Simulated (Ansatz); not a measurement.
## InSe: levels along high-symmetry lines

```
CELL_PARAMETERS angstrom
2.00000 1.15470 8.31667
-2.00000 1.15470 8.31667
0.00000 -2.30940 8.31667
ATOMIC_POSITIONS crystal
In 0.00000 0.00000 0.00000
In 0.11220 0.11220 0.11220
Se 0.61550 0.61550 0.61550
Se 0.83000 0.83000 0.83000
```

Atoms are numbered in the order listed.

The cell is COD entry 1534648, which may be a prediction rather than a measurement; nothing was relaxed.

Spin–orbit coupling is left out, though it moves levels of the heavy atoms by tenths of an eV or more.

Theory: Ansatz 0.2.0, DFT, PBE, all-electron LAPW, scalar-relativistic.

Settings: a Γ-centred 7×7×7 k mesh, Fermi–Dirac smearing of 0.01 eV, basis error target 1 meV/atom, no spin polarisation.

Points in fractions of the reciprocal vectors of this cell: Γ (0, 0, 0), T (-0.5, -0.5, -0.5), H2 (-0.5, -0.18, -0.82), H0 (-0.18, 0.18, -0.5), L (0, 0, -0.5), S0 (0, 0.34, -0.34), S2 (-0.34, 0, -0.66), F (-0.5, 0, -0.5). The path joins them by straight lines in the order Γ–T–H2–H0–L–Γ–S0–S2–F; legs that retrace an earlier one aren't tabulated. Energies are in eV from the top of the valence band.

Task: Is there a gap, and where are the band edges?

Result: 0.40 eV, direct at T (-0.5, -0.5, -0.5) (so small a gap may close at points that the mesh and path miss).

Task: List the levels between -8 and 6 eV at the symmetry points.

Result: 
Γ: -6.40, -3.44, -1.61, -1.36 (×2), -1.23 (×2), 1.76, 2.09, 4.35 (×2), 5.11, 5.46 (×2)
T: -6.01, -4.43, -1.43 (×2), -1.15 (×2), 0.00, 0.40, 2.16, 4.25 (×2), 5.60 (×2), 5.71
H2: -6.28, -5.55, -4.05, -3.71, -2.58, -2.30, -1.79, 1.65, 2.43, 3.32, 4.39, 5.67
H0: -6.28, -5.55, -4.05, -3.71, -2.58, -2.30, -1.79, 1.65, 2.43, 3.32, 4.39, 5.67
L: -6.48, -5.67, -3.54, -2.47, -2.40, -2.24, -1.70, 1.14, 1.98, 3.64, 3.98, 4.76
S0: -6.27, -5.55, -4.05, -3.73, -2.62, -2.28, -1.76, 1.71, 2.32, 3.37, 4.36, 5.69
S2: -6.27, -5.55, -4.05, -3.73, -2.62, -2.28, -1.76, 1.71, 2.32, 3.37, 4.36, 5.69
F: -6.41, -5.81, -3.28, -2.73, -2.56, -2.05, -1.54, 1.11, 1.98, 3.28, 3.54, 4.29
